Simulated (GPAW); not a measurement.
Wanted: an ASE script for a GPAW 26.7.0 run.

* Task: single point
* Functional: LDA
* Potentials or basis: the program's PAW data sets (release 1.2.1) made for this functional
* Cutoff: 450 eV
* Basis: pw
* k mesh: 6 × 6 × 6
* Occupations: fermi-dirac, width 0.05 eV
* Spin: no spin polarisation
* Maxiter: 120
* Convergence: default

The system is CdTe.

```
CELL_PARAMETERS angstrom
0.00000 3.20500 3.20500
3.20500 0.00000 3.20500
3.20500 3.20500 0.00000
ATOMIC_POSITIONS crystal
Te 0.75000 0.75000 0.75000
Cd 0.00000 0.00000 0.00000
```

These files were run (other wordings do the same):

run.py

```python
from ase import Atoms
from ase.dft.bandgap import bandgap
from ase.io import write
from ase.units import GPa
from gpaw import GPAW, PW

atoms = Atoms(['Te', 'Cd'],
              cell=[[0.0, 3.205, 3.205],
                    [3.205, 0.0, 3.205],
                    [3.205, 3.205, 0.0]],
              scaled_positions=[[0.75, 0.75, 0.75],
                                [0.0, 0.0, 0.0]],
              pbc=True)

calc = GPAW(mode=PW(450),
            xc='LDA',
            kpts={'size': (6, 6, 6), 'gamma': True},
            occupations={'name': 'fermi-dirac', 'width': 0.05},
            nbands=18,
            maxiter=120,
            txt='gpaw.txt')
atoms.calc = calc
energy = atoms.get_potential_energy()
forces = atoms.get_forces()
stress = atoms.get_stress()
calc.write('gs.gpw')
write('result.traj', atoms)
print(f'Energy: {energy:.6f} eV')
print('Forces (eV/A):')
print(forces.round(4))
print('Stress (GPa):', (stress / GPa).round(3))
print('Fermi level:', round(calc.get_fermi_level(), 4), 'eV')
print(f'Gap: {bandgap(calc)[0]:.4f} eV, direct: {bandgap(calc, direct=True)[0]:.4f} eV')
```

Potentials or basis: the program's PAW data sets (release 1.2.1) made for this functional, pw.

Command:

```bash
$ OMP_NUM_THREADS=1 python run.py
```

It gave:

| Property | Result |
| --- | --- |
| Pressure | -1.1 GPa |
| Band gap on the k mesh | 0.61 eV, direct |

Caveat: the cutoff is short for stress and forces, so pressures can be off by a GPa or more; spin-orbit coupling is left out, which moves the levels of the heavy elements.

Run time: 15 s on 1 thread of Arm Neoverse N1, with other jobs on the host, peak memory 0.14 GiB.
